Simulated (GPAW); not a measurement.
# WSe227 V2 d5p68: which magnetic order is lowest

Wanted: the moments of WSe227 V2 d5p68 and the energy of each order that was tried.

Program: GPAW 26.7.0. Level of theory: PBE with U = 3.2 eV on V d; plane waves with GPAW's PAW setups, scalar-relativistic. Results are calculated unless marked as measured.

## (1) Starting point

The cell holds 27 atoms: 2 V, 18 Se and 7 W. Its edges and angles: a = 9.846 Å, b = 9.846 Å, c = 16.340 Å, α = 90.0°, β = 90.0°, γ = 120.0°. substitutional dopants on the host's lattice, its constants typed without a cited source, atoms not relaxed. Vacuum lies along c.

## (2) Order 1, typed as ferro ++

The parallel start comes first: it fits the smallest cell, keeps the most symmetry and shows whether parallel moments form. A Hubbard term is added for the open shell, at a value in common use.

Input file order1.py:

```python
import json
import numpy as np
from ase import Atoms
from ase.parallel import paropen, parprint
from gpaw import GPAW

atoms = Atoms(['V', 'Se', 'Se', 'W', 'Se', 'Se', 'W', 'Se', 'Se', 'W', 'Se', 'Se', 'W', 'Se', 'Se', 'V', 'Se', 'Se', 'W', 'Se', 'Se', 'W', 'Se', 'Se', 'W', 'Se', 'Se'],
    cell=[[9.846, 0.0, 0.0],
         [-4.923, 8.526886, 0.0],
         [0.0, -0.0, 16.34]],
    scaled_positions=[[0.0, 0.0, 0.5],
         [0.222222, 0.111111, 0.602203],
         [0.222222, 0.111111, 0.397797],
         [0.0, 0.333333, 0.5],
         [0.222222, 0.444444, 0.602203],
         [0.222222, 0.444444, 0.397797],
         [0.0, 0.666667, 0.5],
         [0.222222, 0.777778, 0.602203],
         [0.222222, 0.777778, 0.397797],
         [0.333333, 0.0, 0.5],
         [0.555556, 0.111111, 0.602203],
         [0.555556, 0.111111, 0.397797],
         [0.333333, 0.333333, 0.5],
         [0.555556, 0.444444, 0.602203],
         [0.555556, 0.444444, 0.397797],
         [0.333333, 0.666667, 0.5],
         [0.555556, 0.777778, 0.602203],
         [0.555556, 0.777778, 0.397797],
         [0.666667, 0.0, 0.5],
         [0.888889, 0.111111, 0.602203],
         [0.888889, 0.111111, 0.397797],
         [0.666667, 0.333333, 0.5],
         [0.888889, 0.444444, 0.602203],
         [0.888889, 0.444444, 0.397797],
         [0.666667, 0.666667, 0.5],
         [0.888889, 0.777778, 0.602203],
         [0.888889, 0.777778, 0.397797]],
    pbc=True,
    magmoms=[2.0, 0.0, 0.0, 0.0, 0.0, 0.0, 0.0, 0.0, 0.0, 0.0, 0.0, 0.0, 0.0, 0.0, 0.0, 2.0, 0.0, 0.0, 0.0, 0.0, 0.0, 0.0, 0.0, 0.0, 0.0, 0.0, 0.0])
atoms.calc = GPAW(mode={'name': 'pw', 'ecut': 450},
    xc='PBE',
    kpts={'size': (3, 3, 1), 'gamma': True},
    occupations={'name': 'fermi-dirac', 'width': 0.05},
    convergence={'density': 1e-05, 'energy': 1e-05},
    maxiter=200,
    mixer={'name': 'pulay', 'beta': 0.05, 'nmaxold': 6, 'weight': 50},
    setups={'V': ':d,3.2'},
    symmetry={'tolerance': 1e-4},
    txt='order1.txt')
e = atoms.get_potential_energy(force_consistent=True)
res = {'free_energy': e, 'energy_sigma0': atoms.get_potential_energy(), 'fermi_energy': atoms.calc.get_fermi_level()}
res['moments'] = atoms.get_magnetic_moments().tolist()
res['total'] = atoms.get_magnetic_moment()
parprint('site moments (muB):', np.round(res['moments'], 3))
parprint(f"total moment: {res['total']:.3f} muB")
parprint(f'free energy: {e:.6f} eV')
atoms.calc.write('order1.gpw')
with paropen('results.json', 'w') as f:
    json.dump(res, f)
```

Run with:

```
OMP_NUM_THREADS=1 mpirun -n 4 gpaw python order1.py > order1.log
```

Numbers of over 12 decimals in the logs are rounded to 6 here.

Output:

```text
site moments (muB): [ 1.552 -0.044 -0.044 -0.087 -0.027 -0.027 -0.087 -0.027 -0.027 -0.087
 -0.002 -0.002 -0.087 -0.002 -0.002  1.552 -0.027 -0.027 -0.087 -0.044
 -0.044  0.022 -0.002 -0.002 -0.087 -0.044 -0.044]
total moment: 1.989 muB
free energy: -169.556742 eV

--- order1.txt ---
Input parameters:
  mode=PW(ecut=450),
  convergence={'density': 1e-05, 'energy': 1e-05},
  kpts=MonkhorstPack(size=(3, 3, 1), gamma=True),
  maxiter=200,
  mixer=Pulay(name='pulay', nmaxold=6, beta=0.05, weight=50, sigma=0.015, g_ss=None),
  occupations=Occupations(name='fermi-dirac', width=0.05),
  setups={'V': ':d,3.2'},
  symmetry=Symmetry(tolerance=0.0001),
  xc=XC(name='PBE')

Diagonalizing LCAO Hamiltonian
Converting LCAO to pw mode

                Se      Se      Se

           W      Se      Se      Se

             W  Se  Se  Se  Se  Se  Se

               V  Se   W  Se   W  Se

                    Se      Se      Se

Atoms  # Å, Bohr magnetons
|    | symbol |         x |        y |        z |    initial magnetic moments |
|----|--------|-----------|----------|----------|-----------------------------|
|  0 |      V |  0.000000 | 0.000000 | 8.170000 | ( 0.0000,  0.0000,  2.0000) |
|  1 |     Se |  1.640998 | 0.947431 | 9.839997 | ( 0.0000,  0.0000,  0.0000) |
|  2 |     Se |  1.640998 | 0.947431 | 6.500003 | ( 0.0000,  0.0000,  0.0000) |
|  3 |      W | -1.640998 | 2.842292 | 8.170000 | ( 0.0000,  0.0000,  0.0000) |
|  4 |     Se | -0.000000 | 3.789723 | 9.839997 | ( 0.0000,  0.0000,  0.0000) |
|  5 |     Se | -0.000000 | 3.789723 | 6.500003 | ( 0.0000,  0.0000,  0.0000) |
|  6 |      W | -3.282002 | 5.684594 | 8.170000 | ( 0.0000,  0.0000,  0.0000) |
|  7 |     Se | -1.641003 | 6.632024 | 9.839997 | ( 0.0000,  0.0000,  0.0000) |
|  8 |     Se | -1.641003 | 6.632024 | 6.500003 | ( 0.0000,  0.0000,  0.0000) |
|  9 |      W |  3.281997 | 0.000000 | 8.170000 | ( 0.0000,  0.0000,  0.0000) |
| 10 |     Se |  4.923005 | 0.947431 | 9.839997 | ( 0.0000,  0.0000,  0.0000) |
| 11 |     Se |  4.923005 | 0.947431 | 6.500003 | ( 0.0000,  0.0000,  0.0000) |
| 12 |      W |  1.640998 | 2.842292 | 8.170000 | ( 0.0000,  0.0000,  0.0000) |
| 13 |     Se |  3.282007 | 3.789723 | 9.839997 | ( 0.0000,  0.0000,  0.0000) |
| 14 |     Se |  3.282007 | 3.789723 | 6.500003 | ( 0.0000,  0.0000,  0.0000) |
| 15 |      V | -0.000005 | 5.684594 | 8.170000 | ( 0.0000,  0.0000,  2.0000) |
| 16 |     Se |  1.641003 | 6.632024 | 9.839997 | ( 0.0000,  0.0000,  0.0000) |
| 17 |     Se |  1.641003 | 6.632024 | 6.500003 | ( 0.0000,  0.0000,  0.0000) |
| 18 |      W |  6.564003 | 0.000000 | 8.170000 | ( 0.0000,  0.0000,  0.0000) |
| 19 |     Se |  8.205002 | 0.947431 | 9.839997 | ( 0.0000,  0.0000,  0.0000) |
| 20 |     Se |  8.205002 | 0.947431 | 6.500003 | ( 0.0000,  0.0000,  0.0000) |
| 21 |      W |  4.923005 | 2.842292 | 8.170000 | ( 0.0000,  0.0000,  0.0000) |
| 22 |     Se |  6.564003 | 3.789723 | 9.839997 | ( 0.0000,  0.0000,  0.0000) |
| 23 |     Se |  6.564003 | 3.789723 | 6.500003 | ( 0.0000,  0.0000,  0.0000) |
| 24 |      W |  3.282002 | 5.684594 | 8.170000 | ( 0.0000,  0.0000,  0.0000) |
| 25 |     Se |  4.923000 | 6.632024 | 9.839997 | ( 0.0000,  0.0000,  0.0000) |
| 26 |     Se |  4.923000 | 6.632024 | 6.500003 | ( 0.0000,  0.0000,  0.0000) |

Unit cell  # Å
| periodic |         x |         y |         z |   lengths |     angles |
|----------|-----------|-----------|-----------|-----------|------------|
|      yes |  9.846000 |  0.000000 |  0.000000 |  9.846000 |  90.000000 |
|      yes | -4.923000 |  8.526886 |  0.000000 |  9.846000 |  90.000000 |
|      yes |  0.000000 | -0.000000 | 16.340000 | 16.340000 | 120.000000 |

Number of symmetries: 12

BZ-sampling:
  Number of BZ points: 9
  Number of IBZ points: 3

  Monkhorst-Pack size: [3, 3, 1]
  Monkhorst-Pack shift: [0, 0, 0]

K-points  # in reciprocal-cell coordinates
|   |                                coordinates |     weight |
|---|--------------------------------------------|------------|
| 0 | (  0.00000000,   0.00000000,   0.00000000) | 0.11111111 |
| 1 | (  0.33333333,   0.00000000,   0.00000000) | 0.66666667 |
| 2 | (  0.33333333,   0.33333333,   0.00000000) | 0.22222222 |

Plane wave coefficients: 29763
Cutoff: 450.000000 eV

Spin-components: 2 (collinear spins)
Bands:           146
Projectors:      144
Spin-degeneracy: 1
Datatype:        complex128

Parallelization:
  kpt:    2
  domain: 2
  band:   1

Density:
  Valence electrons: 232.0
  Components: 2
  Grid points: [49 49 80]
  Charge: 0.0  # |e|

Potential:
  Grid points: [49 49 80]

species:
  V:
    name:    Vanadium
    Z:       23.0
    valence: 13
    core:    10
    charge:  0.0  # [|e|]
    Hubbard: {U: 3.2,  # eV
              l: 2,
              scale: True}
    compensation charges:
      type: gauss
      rc: 0.37  # [Å]
      lmax: 2
    cutoffs:
      filter: 2.14  # [Å]
      core: 0.96  # [Å]
    projectors
    | kind |    occ | energy [eV] | rcut [Å] |
    |------|--------|-------------|----------|
    |   3s |  2.000 |     -70.222 |    1.254 |
    |   4s |  2.000 |      -4.702 |    1.254 |
    |   3p |  6.000 |     -44.043 |    1.281 |
    |   4p |  0.000 |      -1.444 |    1.281 |
    |   3d |  3.000 |      -5.164 |    1.169 |
    |    d |        |      22.047 |    1.169 |

    Using partial waves for V as LCAO basis

  Se:
    name:    Selenium
    Z:       34.0
    valence: 6
    core:    28
    charge:  0.0  # [|e|]
    compensation charges:
      type: gauss
      rc: 0.27  # [Å]
      lmax: 2
    cutoffs:
      filter: 1.77  # [Å]
      core: 2.67  # [Å]
    projectors
    | kind |    occ | energy [eV] | rcut [Å] |
    |------|--------|-------------|----------|
    |   4s |  2.000 |     -17.277 |    0.847 |
    |   4p |  4.000 |      -6.512 |    1.005 |
    |    s |        |       9.935 |    0.847 |
    |    p |        |      20.699 |    1.005 |
    |    d |        |       0.000 |    0.847 |

    Using partial waves for Se as LCAO basis

  W:
    name:    Tungsten
    Z:       74.0
    valence: 14
    core:    60
    charge:  0.0  # [|e|]
    compensation charges:
      type: gauss
      rc: 0.40  # [Å]
      lmax: 2
    cutoffs:
      filter: 2.36  # [Å]
      core: 3.02  # [Å]
    projectors
    | kind |    occ | energy [eV] | rcut [Å] |
    |------|--------|-------------|----------|
    |   5s |  2.000 |     -78.830 |    1.344 |
    |   6s |  2.000 |      -5.697 |    1.344 |
    |   5p |  6.000 |     -43.233 |    1.355 |
    |   6p |  0.000 |      -1.367 |    1.355 |
    |   5d |  4.000 |      -4.494 |    1.228 |
    |    d |        |      22.717 |    1.228 |

    Using partial waves for W as LCAO basis

Reference energy: -4312906.271060  # eV

eigensolver:
  PPCG
  Converge bands: occupied
  niter=2

density mixing:
  Pulay-Mixer
  Linear mixing parameters: 0.05
  Old densities: 6
  Fourier metric: weight=50, sigma=0.015

occupation numbers:
  Fermi-Dirac:
    width: 0.0500  # eV

poisson solver:
  ecut: 3600.000000  # eV

xc functional:
  name: PBE with 2 nearest neighbor stencil

convergence criteria:
- Maximum integral of absolute [dens]ity change: 1e-05 electrons / valence electron
- Maximum [total energy] change in last 3 cyles: 1e-05 eV / valence electron
- Maximum integral of absolute [eigenst]ate change: 4e-08 eV^2 / valence electron
maximum number of iterations: 200

SCF iterations
|iter     |      energy | eigst |  dens |  magmom |
|---------|-------------|-------|-------|---------|
|iter:   1|       0s | -171.048190 | +0.43 |       |  +4.0021|
|iter:   2|      17s | -171.026419 | -0.85 | -1.15 |  +3.9018|
|iter:   3|      34s | -170.414576 | -1.62 | -1.19 |  +3.7358|
|iter:   4|      51s | -169.604100 | -1.54 | -1.24 |  +3.3808|
|iter:   5|      68s | -169.363380 | -1.38 | -1.38 |  +2.8841|
|iter:   6|      85s | -169.517421 | -1.85 | -1.60 |  +2.1992|
|iter:   7|     102s | -169.493075 | -3.01 | -2.03 |  +2.1843|
|iter:   8|     119s | -169.477952 | -2.51 | -2.11 |  +2.0705|
|iter:   9|     136s | -169.471955 | -3.73 | -2.42 |  +2.1106|
|iter:  10|     153s | -169.486973 | -3.52 | -2.40 |  +2.0453|
[... 20 iterations left out ...]
|iter:  31|     496s | -169.526874c| -7.39 | -4.40 |  +1.9900|
|iter:  32|     504s | -169.526873c| -7.86c| -4.50 |  +1.9899|
|iter:  33|     518s | -169.526870c| -7.43c| -4.55 |  +1.9896|
|iter:  34|     527s | -169.526868c| -7.68c| -4.75 |  +1.9895|
|iter:  35|     535s | -169.526866c| -7.58c| -4.79 |  +1.9894|
|iter:  36|     543s | -169.526865c| -7.60c| -4.97 |  +1.9894|
|iter:  37|     552s | -169.526865c| -8.04c| -4.97 |  +1.9894|
|iter:  38|     560s | -169.526864c| -7.92c| -4.99 |  +1.9894|
|iter:  39|     569s | -169.526861c| -7.79c| -5.00 |  +1.9893|
|iter:  40|     577s | -169.526860c| -7.85c| -5.10c|  +1.9894|

Converged in 40 steps
Energy contributions relative to reference atoms: (reference = -4312906.271060)

Energy contributions:
  Kinetic:         211.049216
  Coulomb:        -212.435698
  Zero:             -0.790281
  External:          0.000000
  Xc:             -167.320215
  Entropy:          -0.059763
  Spinorbit:         0.000000
  ----------------------------
  Free energy:    -169.556742
  Extrapolated:   -169.526860

dipole moment: (-9.651484, -106.297613, 0.001198)  # |e|*Ang

Total magnetic moment: (0.000000, 0.000000, 1.989383)

Local magnetic moments
|        x |        y |         z |
|----------|----------|-----------|
| 0.000000 | 0.000000 |  1.552178 |  # V    0
| 0.000000 | 0.000000 | -0.043949 |  # Se   1
| 0.000000 | 0.000000 | -0.043949 |  # Se   2
| 0.000000 | 0.000000 | -0.087308 |  # W    3
| 0.000000 | 0.000000 | -0.027276 |  # Se   4
| 0.000000 | 0.000000 | -0.027276 |  # Se   5
| 0.000000 | 0.000000 | -0.087308 |  # W    6
| 0.000000 | 0.000000 | -0.027276 |  # Se   7
| 0.000000 | 0.000000 | -0.027276 |  # Se   8
| 0.000000 | 0.000000 | -0.087308 |  # W    9
| 0.000000 | 0.000000 | -0.001757 |  # Se  10
| 0.000000 | 0.000000 | -0.001757 |  # Se  11
| 0.000000 | 0.000000 | -0.087308 |  # W   12
| 0.000000 | 0.000000 | -0.001757 |  # Se  13
| 0.000000 | 0.000000 | -0.001757 |  # Se  14
| 0.000000 | 0.000000 |  1.552029 |  # V   15
| 0.000000 | 0.000000 | -0.027276 |  # Se  16
| 0.000000 | 0.000000 | -0.027276 |  # Se  17
| 0.000000 | 0.000000 | -0.087308 |  # W   18
| 0.000000 | 0.000000 | -0.043949 |  # Se  19
| 0.000000 | 0.000000 | -0.043949 |  # Se  20
| 0.000000 | 0.000000 |  0.021758 |  # W   21
| 0.000000 | 0.000000 | -0.001757 |  # Se  22
| 0.000000 | 0.000000 | -0.001757 |  # Se  23
| 0.000000 | 0.000000 | -0.087308 |  # W   24
| 0.000000 | 0.000000 | -0.043949 |  # Se  25
| 0.000000 | 0.000000 | -0.043949 |  # Se  26

Fermi level: 0.126
Eigenvalues  # (at kpt = [0.000, 0.000, 0.000])
| band index |      eig [eV] | occ [0-1] |      eig [eV] | occ [0-1] |
|------------|---------------|-----------|---------------|-----------|
|          0 |       -73.787 |     1.000 |       -73.830 |     1.000 |
|        ... |               |           |               |           |
|        108 |        -1.083 |     1.000 |        -0.863 |     1.000 |
|        109 |        -1.018 |     1.000 |        -0.583 |     1.000 |
|        110 |        -1.018 |     1.000 |        -0.583 |     1.000 |
|        111 |        -0.966 |     1.000 |        -0.386 |     1.000 |
|        112 |        -0.825 |     1.000 |        -0.386 |     1.000 |
|        113 |        -0.825 |     1.000 |        -0.270 |     1.000 |
|        114 |        -0.612 |     1.000 |         0.051 |     0.817 |
|        115 |        -0.062 |     0.977 |         0.581 |     0.000 |
|        116 |        -0.062 |     0.977 |         0.581 |     0.000 |
|        117 |         0.777 |     0.000 |         1.690 |     0.000 |
|        118 |         1.103 |     0.000 |         2.100 |     0.000 |
|        119 |         1.372 |     0.000 |         2.264 |     0.000 |
|        120 |         1.372 |     0.000 |         2.264 |     0.000 |
|        121 |         1.811 |     0.000 |         2.272 |     0.000 |
|        122 |         1.859 |     0.000 |         2.272 |     0.000 |
|        123 |         1.859 |     0.000 |         2.350 |     0.000 |
|        ... |               |           |               |           |
|        145 |         4.045 |     0.000 |         4.225 |     0.000 |

Gap: 0.105 eV
Transition (v -> c):
  (s=1, k=1, n=114, [0.33, 0.00, 0.00]) -> (s=1, k=1, n=115, [0.33, 0.00, 0.00])
No difference between direct/indirect transitions
```

Elapsed: 10 min, on 4 MPI ranks of Arm Neoverse V2, shared host; peak memory 2.4 GiB; 40 min of CPU time.

Spin moment in the augmentation sphere by element, in μB:

```tsv
element	atoms	mean	spread (r.m.s.)	least	largest
V	2	1.55	0.00	1.55	1.55
Se	18	-0.02	0.02	-0.04	0.00
W	7	-0.07	0.04	-0.09	0.02
```

The atoms farthest from the mean of their element:

```tsv
atom	x, y, z (Å)	spin moment in the augmentation sphere (μB)
W22	4.92, 2.84, 8.17	0.02
Se14	3.28, 3.79, 9.84	0.00
Se11	4.92, 0.95, 9.84	0.00
Se15	3.28, 3.79, 6.50	0.00
Se23	6.56, 3.79, 9.84	0.00
Se24	6.56, 3.79, 6.50	0.00
Se12	4.92, 0.95, 6.50	0.00
Se2	1.64, 0.95, 9.84	-0.04
```

Read from the output:

```
magnetization : 1.989 μB
final state   : ferromagnetic
```

After 40 cycles the largest moment stands at 1.55 μB.

[end of part 1 of 2]

[Logs and program files are shortened in this print: banners, set-up blocks, solver, clock and traceback lines can be left out without a mark of their own.]

[Logs are printed without paths, hosts, clocks, repeated set-up lines and the standing remarks that a program may print on its own settings, such as how far it seeks lower states.]

[Hosts, paths, dates, database ids (printed as entryN), source tags and the programs' standing remarks are cut or masked in the printed files.]

[Where a cell is said to come from a database of computed structures, the database is the Materials Project.]
